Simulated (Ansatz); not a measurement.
# Tin, alpha-Sn (diamond) under PBE: how the Methfessel-Paxton smearing moves the result

How small must the Methfessel-Paxton smearing width be for energy and pressure to settle? The geometry was relaxed under PBE beforehand and stays fixed; 7 values are run, from 0.01 to 1.0 eV. Wanted are the values from which on the energy stays within 10 and 1 meV/atom, and the pressure within 0.5 GPa, of the narrowest run. Within the series other settings stay, but some runs also write fields, which adds to their time. Spin polarisation is left out.

Method: DFT PBE, plane waves with PAW, scalar-relativistic, in Ansatz 0.2.0.

## Step 1: Starting point

The structure is cubic, space group Fd-3m (No. 227). The conventional cell has a = 6.658 Å, b = 6.658 Å, c = 6.658 Å, α = 90.00°, β = 90.00°, γ = 90.00°. Sn (site symmetry -43m) has 4 Sn at 2.88 Å as nearest neighbours.

As a file:

```
CELL_PARAMETERS angstrom
0.00000 3.32890 3.32890
3.32890 0.00000 3.32890
3.32890 3.32890 0.00000
ATOMIC_POSITIONS crystal
Sn 0.50000 0.50000 0.50000
Sn 0.75000 0.75000 0.75000
```

## Step 2: With a width of 0.01 eV

The run at 0.01 eV.

Input file input.yaml:

```yaml
crystal:
  lattice:
    - [0.0, 3.3289000152, 3.3289000152]
    - [3.3289000152, 0.0, 3.3289000152]
    - [3.3289000152, 3.3289000152, 0.0]
  atoms:
    - { symbol: Sn, position: [0.5, 0.5, 0.5] }
    - { symbol: Sn, position: [0.75, 0.75, 0.75] }
hamiltonian:
  xc: pbe
  pseudopotentials:
    kind: paw
    azcp:
      Sn: "pseudopotentials/Sn.paw.azcp"
basis:
  ecutwfc: 420
  fft_grid_basis: typed
kpoints:
  mp_grid: { grid: [8, 8, 8], shift: [0, 0, 0] }
magnetization:
  spin_polarized: false
scf:
  occupations: { method: methfessel_paxton, width: 0.01 }
  lower_state_search: "off"
output:
  stress: true
```

Run with:

```
> ansatz run input.yaml --threads 1 --pin off --max-ram 3584MiB --backend cpu --events-out ev --progress --plain --runs-dir out
```

Log, cut to the lines that bear on the results:

```text
[...]
Pseudopotentials: kind: paw
Pseudopotential: Sn, paw, valence charge 14, recommended cutoff 420 eV (normal), <dir>
Functional definition: PBE
[...]
Crystal: 2 atoms, lattice volume = 73.779 Å³
Basis set: ecut = 420 eV, 1459 PW (Γ)
Bands: 18, of which v1, the nominal top of the filled ones, is band 14 counted from 1 (13 counted from 0)
Symmetry: 48 space group operations
Space group: Fd-3m (ITA 227), of the structure as read, at distance tolerance 4.2e-5 Å
k-points: 29 of 512
[...]
SCF iter   1: F=—  HF=-12048.416695 eV  |F-HF|=—  |Δ(HF+E_count)|=         —  Δρ=8.55e-4  dr2=7.76e-4  ethr=1.77e-3  ⟨swp⟩=6.3  Hψ=2813  notcnv=0
[...]
SCF iter   6: F=-12048.415896 eV  HF=-12048.415896 eV  |F-HF|=7.25e-9  |Δ(HF+E_count)|=   3.74e-8  S|Δr|=    0.00e0  Δρ=4.12e-6  dr2=8.89e-9  ethr=3.57e-10  ⟨swp⟩=4.7  Hψ=1607  notcnv=0
[...]
SCF converged after 6 iterations
Stability not checked: this state was not tested for a lower state beside it, because cold or Methfessel-Paxton smearing, or corrected tetrahedra, fill the levels in a way that the test cannot read (fill_not_monotonic; see scf.lower_state_search)
Free energy (F): -12048.415896 eV
[...]
E sigma→0 (E₀):  -12048.415893 eV
Entropy (-TS):   -0.000013 eV (-0.006 meV/atom)
Fermi energy:    6.749857 eV
[...]
--- Stress (GPa, compression-positive) ---
       -0.079350      -0.000000      -0.000000
       -0.000000      -0.079350       0.000000
       -0.000000       0.000000      -0.079350
  P = ⅓ Tr σ = -0.0794 GPa (-0.794 kbar)
```

It took 2.3 s on 1 thread of Intel Xeon Platinum 8259CL at 2.50GHz (Skylake/Cascade Lake), shared host; peak memory 0.51 GiB.

## Step 3: With a width of 0.03 eV

The run at 0.03 eV.

Changes to input.yaml since step 2:

```diff
@@ -22,3 +22,3 @@
 scf:
-  occupations: { method: methfessel_paxton, width: 0.01 }
+  occupations: { method: methfessel_paxton, width: 0.03 }
   lower_state_search: "off"
```

Run with:

```
> ansatz run input.yaml --threads 1 --pin off --max-ram 3584MiB --backend cpu --events-out ev --progress --plain --runs-dir out
```

Log, cut to the lines that bear on the results:

```text
[...]
[... 3 set-up lines as earlier in the session ...]
[...]
Crystal: 2 atoms, lattice volume = 73.779 Å³
Basis set: ecut = 420 eV, 1459 PW (Γ)
Bands: 18, of which v1, the nominal top of the filled ones, is band 14 counted from 1 (13 counted from 0)
[... 2 set-up lines as earlier in the session ...]
k-points: 29 of 512
[...]
SCF iter   1: F=—  HF=-12048.416685 eV  |F-HF|=—  |Δ(HF+E_count)|=         —  Δρ=8.54e-4  dr2=7.80e-4  ethr=1.77e-3  ⟨swp⟩=6.2  Hψ=2801  notcnv=0
[...]
SCF iter   6: F=-12048.415889 eV  HF=-12048.415889 eV  |F-HF|=4.55e-8  |Δ(HF+E_count)|=   2.90e-7  S|Δr|=    0.00e0  Δρ=8.89e-6  dr2=3.96e-8  ethr=3.57e-10  ⟨swp⟩=3.6  Hψ=2098  notcnv=0
[...]
SCF converged after 6 iterations
Stability not checked: this state was not tested for a lower state beside it, because cold or Methfessel-Paxton smearing, or corrected tetrahedra, fill the levels in a way that the test cannot read (fill_not_monotonic; see scf.lower_state_search)
Free energy (F): -12048.415889 eV
[...]
E sigma→0 (E₀):  -12048.415880 eV
Entropy (-TS):   -0.000033 eV (-0.017 meV/atom)
Fermi energy:    6.752256 eV
[...]
--- Stress (GPa, compression-positive) ---
       -0.072922       0.000000      -0.000000
       -0.000000      -0.072922       0.000000
        0.000000      -0.000000      -0.072922
  P = ⅓ Tr σ = -0.0729 GPa (-0.729 kbar)
```

It took 2.2 s on 1 thread of Intel Xeon Platinum 8259CL at 2.50GHz (Skylake/Cascade Lake), shared host; peak memory 0.51 GiB.

## Step 4: With a width of 0.1 eV

The run at 0.1 eV.

Changes to input.yaml since step 3:

```diff
@@ -22,3 +22,3 @@
 scf:
-  occupations: { method: methfessel_paxton, width: 0.03 }
+  occupations: { method: methfessel_paxton, width: 0.1 }
   lower_state_search: "off"
```

Run with:

```
> ansatz run input.yaml --threads 1 --pin off --max-ram 3584MiB --backend cpu --events-out ev --progress --plain --runs-dir out
```

Log, cut to the lines that bear on the results:

```text
[...]
[... 3 set-up lines as earlier in the session ...]
[...]
Crystal: 2 atoms, lattice volume = 73.779 Å³
Basis set: ecut = 420 eV, 1459 PW (Γ)
Bands: 18, of which v1, the nominal top of the filled ones, is band 14 counted from 1 (13 counted from 0)
[... 2 set-up lines as earlier in the session ...]
k-points: 29 of 512
[...]
SCF iter   1: F=—  HF=-12048.416672 eV  |F-HF|=—  |Δ(HF+E_count)|=         —  Δρ=8.37e-4  dr2=8.34e-4  ethr=1.77e-3  ⟨swp⟩=6.0  Hψ=2695  notcnv=0
[...]
SCF iter   6: F=-12048.415891 eV  HF=-12048.415891 eV  |F-HF|=5.80e-8  |Δ(HF+E_count)|=   3.26e-7  S|Δr|=    0.00e0  Δρ=9.89e-6  dr2=4.99e-8  ethr=3.57e-10  ⟨swp⟩=3.7  Hψ=2100  notcnv=0
[...]
SCF converged after 6 iterations
Stability not checked: this state was not tested for a lower state beside it, because cold or Methfessel-Paxton smearing, or corrected tetrahedra, fill the levels in a way that the test cannot read (fill_not_monotonic; see scf.lower_state_search)
Free energy (F): -12048.415891 eV
[...]
E sigma→0 (E₀):  -12048.415835 eV
Entropy (-TS):   -0.000225 eV (-0.112 meV/atom)
Fermi energy:    6.780405 eV
[...]
--- Stress (GPa, compression-positive) ---
       -0.050410       0.000000       0.000000
        0.000000      -0.050410      -0.000000
        0.000000      -0.000000      -0.050410
  P = ⅓ Tr σ = -0.0504 GPa (-0.504 kbar)
```

It took 3.1 s on 1 thread of Intel Xeon Platinum 8259CL at 2.50GHz (Skylake/Cascade Lake), shared host; peak memory 0.51 GiB.

## Step 5: With a width of 0.2 eV

The run at 0.2 eV.

Changes to input.yaml since step 4:

```diff
@@ -22,3 +22,3 @@
 scf:
-  occupations: { method: methfessel_paxton, width: 0.1 }
+  occupations: { method: methfessel_paxton, width: 0.2 }
   lower_state_search: "off"
```

Run with:

```
> ansatz run input.yaml --threads 1 --pin off --max-ram 3584MiB --backend cpu --events-out ev --progress --plain --runs-dir out
```

Log, cut to the lines that bear on the results:

```text
[...]
[... 3 set-up lines as earlier in the session ...]
[...]
Crystal: 2 atoms, lattice volume = 73.779 Å³
Basis set: ecut = 420 eV, 1459 PW (Γ)
Bands: 18, of which v1, the nominal top of the filled ones, is band 14 counted from 1 (13 counted from 0)
[... 2 set-up lines as earlier in the session ...]
k-points: 29 of 512
[...]
SCF iter   1: F=—  HF=-12048.417272 eV  |F-HF|=—  |Δ(HF+E_count)|=         —  Δρ=8.27e-4  dr2=9.36e-4  ethr=1.77e-3  ⟨swp⟩=5.3  Hψ=2573  notcnv=0
[...]
SCF iter   7: F=-12048.416517 eV  HF=-12048.416517 eV  |F-HF|=1.06e-8  |Δ(HF+E_count)|=   1.50e-7  S|Δr|=    0.00e0  Δρ=2.81e-6  dr2=3.64e-9  ethr=3.57e-10  ⟨swp⟩=5.6  Hψ=1960  notcnv=0
[...]
SCF converged after 7 iterations
Stability not checked: this state was not tested for a lower state beside it, because cold or Methfessel-Paxton smearing, or corrected tetrahedra, fill the levels in a way that the test cannot read (fill_not_monotonic; see scf.lower_state_search)
Free energy (F): -12048.416517 eV
[...]
E sigma→0 (E₀):  -12048.416103 eV
Entropy (-TS):   -0.001653 eV (-0.827 meV/atom)
Fermi energy:    6.806969 eV
[...]
--- Stress (GPa, compression-positive) ---
       -0.014950       0.000000       0.000000
        0.000000      -0.014950       0.000000
        0.000000       0.000000      -0.014950
  P = ⅓ Tr σ = -0.0150 GPa (-0.150 kbar)
```

It took 3.4 s on 1 thread of Intel Xeon Platinum 8259CL at 2.50GHz (Skylake/Cascade Lake), shared host; peak memory 0.52 GiB.

## Step 6: With a width of 0.3 eV

The run at 0.3 eV.

Changes to input.yaml since step 5:

```diff
@@ -22,3 +22,3 @@
 scf:
-  occupations: { method: methfessel_paxton, width: 0.2 }
+  occupations: { method: methfessel_paxton, width: 0.3 }
   lower_state_search: "off"
```

Run with:

```
> ansatz run input.yaml --threads 1 --pin off --max-ram 3584MiB --backend cpu --events-out ev --progress --plain --runs-dir out
```

Log, cut to the lines that bear on the results:

```text
[...]
[... 3 set-up lines as earlier in the session ...]
[...]
Crystal: 2 atoms, lattice volume = 73.779 Å³
Basis set: ecut = 420 eV, 1459 PW (Γ)
Bands: 18, of which v1, the nominal top of the filled ones, is band 14 counted from 1 (13 counted from 0)
[... 2 set-up lines as earlier in the session ...]
k-points: 29 of 512
[...]
SCF iter   1: F=—  HF=-12048.418036 eV  |F-HF|=—  |Δ(HF+E_count)|=         —  Δρ=8.29e-4  dr2=9.81e-4  ethr=1.77e-3  ⟨swp⟩=5.3  Hψ=2529  notcnv=0
[...]
SCF iter   7: F=-12048.417283 eV  HF=-12048.417283 eV  |F-HF|=1.09e-8  |Δ(HF+E_count)|=   1.68e-7  S|Δr|=    0.00e0  Δρ=2.81e-6  dr2=3.65e-9  ethr=3.57e-10  ⟨swp⟩=5.6  Hψ=1968  notcnv=0
[...]
SCF converged after 7 iterations
Stability not checked: this state was not tested for a lower state beside it, because cold or Methfessel-Paxton smearing, or corrected tetrahedra, fill the levels in a way that the test cannot read (fill_not_monotonic; see scf.lower_state_search)
Free energy (F): -12048.417283 eV
[...]
E sigma→0 (E₀):  -12048.416824 eV
Entropy (-TS):   -0.001838 eV (-0.919 meV/atom)
Fermi energy:    6.823824 eV
[...]
--- Stress (GPa, compression-positive) ---
       -0.006926       0.000000      -0.000000
        0.000000      -0.006926      -0.000000
       -0.000000       0.000000      -0.006926
  P = ⅓ Tr σ = -0.0069 GPa (-0.069 kbar)
```

Wall time 3 s (1 thread of Intel Xeon Platinum 8259CL at 2.50GHz (Skylake/Cascade Lake), shared host); peak memory 0.52 GiB.

## Step 7: With a width of 0.6 eV

The run at 0.6 eV.

Changes to input.yaml since step 6:

```diff
@@ -22,3 +22,3 @@
 scf:
-  occupations: { method: methfessel_paxton, width: 0.3 }
+  occupations: { method: methfessel_paxton, width: 0.6 }
   lower_state_search: "off"
@@ -26 +26,5 @@
   stress: true
+  write_density: true
+  write_potential: true
+  elf: true
+  volumetric_format: npy
```

Run with:

```
> ansatz run input.yaml --threads 1 --pin off --max-ram 3584MiB --backend cpu --events-out ev --progress --plain --runs-dir out
```

Log, cut to the lines that bear on the results:

```text
band count auto-derived: 19 (N_el = 28.0; filled up to band 14; 18 by the electrons, moments and atoms)
[...]
[... 3 set-up lines as earlier in the session ...]
[...]
Crystal: 2 atoms, lattice volume = 73.779 Å³
Basis set: ecut = 420 eV, 1459 PW (Γ)
Bands: 19, of which v1, the nominal top of the filled ones, is band 14 counted from 1 (13 counted from 0)
[... 2 set-up lines as earlier in the session ...]
k-points: 29 of 512
[...]
SCF iter   1: F=—  HF=-12048.414914 eV  |F-HF|=—  |Δ(HF+E_count)|=         —  Δρ=8.28e-4  dr2=9.23e-4  ethr=1.77e-3  ⟨swp⟩=5.4  Hψ=2624  notcnv=0
[...]
SCF iter   7: F=-12048.414170 eV  HF=-12048.414170 eV  |F-HF|=1.12e-8  |Δ(HF+E_count)|=   4.72e-8  S|Δr|=    0.00e0  Δρ=2.08e-6  dr2=2.22e-9  ethr=3.57e-10  ⟨swp⟩=11.2  Hψ=4295  notcnv=0
[...]
SCF converged after 7 iterations
Stability not checked: this state was not tested for a lower state beside it, because cold or Methfessel-Paxton smearing, or corrected tetrahedra, fill the levels in a way that the test cannot read (fill_not_monotonic; see scf.lower_state_search)
Free energy (F): -12048.414170 eV
[...]
E sigma→0 (E₀):  -12048.420503 eV
Entropy (-TS):   0.025330 eV (12.665 meV/atom)
Fermi energy:    6.856747 eV
[...]
--- Stress (GPa, compression-positive) ---
       -0.037859      -0.000000       0.000000
        0.000000      -0.037859      -0.000000
       -0.000000      -0.000000      -0.037859
  P = ⅓ Tr σ = -0.0379 GPa (-0.379 kbar)
--- Band table (eV; the first three rows and the last of 29) ---
  k-point 0: bands = ["-14.6565", "-14.6565", "-14.6565", "-14.6071", "-14.6071", "-14.3549", "-14.3549", "-14.3549", "-14.3536", "-14.3536", "-3.2202", "5.7379", "6.9790", "6.9790", "6.9790", "9.0395", "9.0395", "9.0395", "11.8578"]
[...]
```

Run time: 3.6 s. Hardware: 1 thread of Intel Xeon Platinum 8259CL at 2.50GHz (Skylake/Cascade Lake), shared host; peak memory 0.53 GiB.

## Step 8: With a width of 1.0 eV

The run at 1.0 eV.

Changes to input.yaml since step 7:

```diff
@@ -22,3 +22,3 @@
 scf:
-  occupations: { method: methfessel_paxton, width: 0.6 }
+  occupations: { method: methfessel_paxton, width: 1.0 }
   lower_state_search: "off"
@@ -26,5 +26 @@
   stress: true
-  write_density: true
-  write_potential: true
-  elf: true
-  volumetric_format: npy
```

Run with:

```
> ansatz run input.yaml --threads 1 --pin off --max-ram 3584MiB --backend cpu --events-out ev --progress --plain --runs-dir out
```

Log, cut to the lines that bear on the results:

```text
band count auto-derived: 20 (N_el = 28.0; filled up to band 14; 18 by the electrons, moments and atoms)
[...]
[... 3 set-up lines as earlier in the session ...]
[...]
Crystal: 2 atoms, lattice volume = 73.779 Å³
Basis set: ecut = 420 eV, 1459 PW (Γ)
Bands: 20, of which v1, the nominal top of the filled ones, is band 14 counted from 1 (13 counted from 0)
[... 2 set-up lines as earlier in the session ...]
k-points: 29 of 512
[...]
SCF iter   1: F=—  HF=-12048.373688 eV  |F-HF|=—  |Δ(HF+E_count)|=         —  Δρ=7.81e-4  dr2=7.25e-4  ethr=1.77e-3  ⟨swp⟩=5.4  Hψ=2747  notcnv=0
[...]
SCF iter   7: F=-12048.372909 eV  HF=-12048.372909 eV  |F-HF|=7.18e-9  |Δ(HF+E_count)|=   1.49e-6  S|Δr|=    0.00e0  Δρ=4.94e-6  dr2=1.25e-8  ethr=3.57e-10  ⟨swp⟩=3.8  Hψ=2436  notcnv=0
[...]
SCF converged after 7 iterations
Stability not checked: this state was not tested for a lower state beside it, because cold or Methfessel-Paxton smearing, or corrected tetrahedra, fill the levels in a way that the test cannot read (fill_not_monotonic; see scf.lower_state_search)
Free energy (F): -12048.372909 eV
[...]
E sigma→0 (E₀):  -12048.412396 eV
Entropy (-TS):   0.157949 eV (78.975 meV/atom)
Fermi energy:    6.935251 eV
[...]
--- Stress (GPa, compression-positive) ---
       -0.172425      -0.000000       0.000000
       -0.000000      -0.172425      -0.000000
        0.000000       0.000000      -0.172425
  P = ⅓ Tr σ = -0.1724 GPa (-1.724 kbar)
```

Wall time 3.7 s (1 thread of Intel Xeon Platinum 8259CL at 2.50GHz (Skylake/Cascade Lake), shared host); peak memory 0.51 GiB.

## Step 9: The series

Differences are taken from the run at 0.01 eV.

```csv
smearing (eV),F (meV/atom),E(σ → 0) (meV/atom),P (GPa),SCF cycles,CPU time
0.01,0.00,0.00,-0.08,6,2.3 s
0.03,0.00,0.01,-0.07,6,2.2 s
0.1,0.00,0.03,-0.05,6,3.1 s
0.2,-0.31,-0.11,-0.01,7,3.5 s
0.3,-0.69,-0.47,-0.01,7,3 s
0.6,0.86,-2.30,-0.04,7,3.6 s
1.0,21.49,1.75,-0.17,7,3.7 s
```

## Step 10: Outcome

| quantity | value |
| --- | --- |
| E(σ → 0) stays within 10 meV/atom of 0.01 eV | up to 1.0 eV |
| E(σ → 0) stays within 1 meV/atom | up to 0.3 eV |
| pressure stays within 0.5 GPa | up to 1.0 eV |
| pressure at 0.01 eV | -0.08 GPa |
| energy of a separate run on a finer mesh (14×14×14) | -4.7 meV/atom from 0.01 eV |

In words: At 1.0 eV the energy differs by +1.7 meV/atom and the pressure by -0.1 GPa. The free energy F moves by +21.5 meV/atom over the range, and the estimate for σ → 0 by +1.7. This scheme cancels the term in the square of the width, so F moves little up to 0.2 eV. The mesh (8×8×8) is fixed, so the narrowest widths carry a k-point error of their own. The yardstick itself is unsettled by 4.7 meV/atom against the finer mesh, so the thresholds above hold only within this series, and wider smearing, which averages over more states, can land nearer the fine-mesh value than the narrowest does. The cell taken over is 8 % larger than the measured one (34.19 Å³/atom, COD).
